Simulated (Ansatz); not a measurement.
## Relaxing Rb

Level of theory: DFT PBEsol, scalar-relativistic, plane waves, PAW in Ansatz. Settings: 420 eV cutoff, 12×12×4 k-mesh, Gaussian smearing of 0.10 eV, no spin polarisation.

What was changed: uniaxial strain along c, with a, b and atoms relaxed: +3.0 %.

Command:

```bash
ansatz run input.yaml --threads 1 --pin off --max-ram 2560MiB --backend cpu --events-out ev --progress --plain --runs-dir out
```

Input:

```yaml
crystal:
  lattice:
    - [4.8023810703, 0.0, 0.0]
    - [0.0, 4.6597740753, 0.0]
    - [0.0, 0.0, 16.1464980372]
  atoms:
    - { symbol: Rb, position: [0.2500404733, 0.25, 0.8812368514] }
    - { symbol: Rb, position: [0.2499595267, 0.75, 0.3812368514] }
    - { symbol: Rb, position: [0.7500404733, 0.25, 0.6187631486] }
    - { symbol: Rb, position: [0.7499595267, 0.75, 0.1187631486] }
basis:
  ecutwfc: 420
kpoints:
  mp_grid: { grid: [12, 12, 4] }
hamiltonian:
  xc: pbesol
scf:
  occupations: { method: gaussian, width: 0.1 }
output:
  forces: true
  stress: true
  eigenvalues: true
relax:
  adjacent_minimum: "off"
  f_tol: 0.008
  max_steps: 40
  cell: { stress_tol: 0.015, fix: [c, angles] }
```

F is the free energy. Steps run on the plane waves of an earlier cell, but the last one, and at times one on the way, on a freshly chosen basis, so a repeated geometry can differ a little in energy. The held parts of the cell keep their stress, so P needn't end at zero.

Steps:

| step | F − F(1) (eV) | largest force component (eV/Å) | V (Å³/atom) | P (GPa) |
| --- | --- | --- | --- | --- |
| 1 | 0.0000 | 0.001 | 90.332 | -0.05 |
| 2 | 0.0000 | 0.000 | 90.279 | -0.04 |
| 3 | -0.0002 | 0.000 | 89.737 | -0.03 |
| 4 | -0.0002 | 0.000 | 89.737 | -0.03 |

Relaxed structure:

```
CELL_PARAMETERS angstrom
4.77795 0.00000 0.00000
0.00000 4.65278 0.00000
0.00000 0.00000 16.14650
ATOMIC_POSITIONS crystal
Rb 0.25000 0.25000 0.88113
Rb 0.25000 0.75000 0.38113
Rb 0.75000 0.25000 0.61887
Rb 0.75000 0.75000 0.11887
```

It takes space group Cmcm (No. 63, orthorhombic). Conventional cell: a = 4.653 Å, b = 16.146 Å, c = 4.778 Å, α = 90.00°, β = 90.00°, γ = 90.00°.

The run converged. The run took 3.9 min on 1 thread of Arm Neoverse V1, with other jobs on the host, peak memory 1.1 GiB.